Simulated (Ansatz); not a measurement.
CaF₂:
```cif
data_CaF2
_chemical_formula_sum 'Ca1 F2'
_space_group_name_H-M_alt 'P 1'
_space_group_IT_number 1
_cell_length_a 3.83274
_cell_length_b 3.83274
_cell_length_c 3.83274
_cell_angle_alpha 60.000
_cell_angle_beta 60.000
_cell_angle_gamma 60.000
loop_
_space_group_symop_operation_xyz
  'x, y, z'
loop_
_atom_site_label
_atom_site_type_symbol
_atom_site_fract_x
_atom_site_fract_y
_atom_site_fract_z
_atom_site_occupancy
Ca1 Ca 0.00000 0.00000 0.00000 1
F1 F 0.75000 0.75000 0.75000 1
F2 F 0.25000 0.25000 0.25000 1
```

Relaxed with PBEsol.

Task: Give the optical modes at the zone centre with their infrared activity from DFPT, the program Ansatz at the PBEsol level (PAW).

Result: Transverse frequencies, without the LO–TO term; a row sums one degenerate level.

```json
[
 {"ω (cm⁻¹)": "249", "degeneracy": "3", "IR ((D/Å)²/amu)": "20.01", "activity": "IR", "symmetry": "T1u"},
 {"ω (cm⁻¹)": "319", "degeneracy": "3", "IR ((D/Å)²/amu)": "0.00", "activity": "IR-inactive", "symmetry": "T2g"}
]
```

Task: How high does the top mode go among those that the LO–TO term moves?

Result: 465 cm⁻¹ for q along x.

Space group Fm-3m (fluorite). The cell was relaxed with PBEsol under the symmetry of its start.

Potentials: the earlier of the program's two PAW sets. The files were generated under PBE; for other functionals the program regenerates the frozen cores, and for LDA and PBEsol the local potential too.
